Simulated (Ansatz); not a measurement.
Prototype screening

Method: DFT PBE, scalar-relativistic, plane waves, PAW (Ansatz). All cells share a 420 eV cutoff and Γ-centred k meshes spaced at most 0.3 Å⁻¹ (0.19 for metals, 2π included).

Each formula was placed on the sites of the named type and relaxed at zero pressure without lowering the symmetry. No run is spin-polarised. The smearing is 0.1 eV for metals and 0.01 to 0.02 eV otherwise. Formation energies are uncorrected and refer to the elements' standard structures at the same level.

For metals, differences of a few meV/atom aren't resolved. No dispersion correction is applied, so the spacing between layers, chains or molecules is poorly fixed, and with it the volume and density (S I4/mmm). Spin–orbit coupling is left out.

```tsv
formula	started on type	final group	a or a / b (Å)	c (Å)	V (Å³/atom)	E over elements (eV/atom)	gap on mesh (eV)
W	simple hexagonal	P6/mmm	2.79	2.60	17.5	1.16	0.00
S	alpha-gallium	I4/mmm	3.09	10.67	25.4	0.20	0.00
W	simple cubic	Pm-3m	2.64	2.64	18.3	1.44	0.00
W	grey arsenic (A7)	R-3m	3.00	6.39	16.6	0.41	0.00
```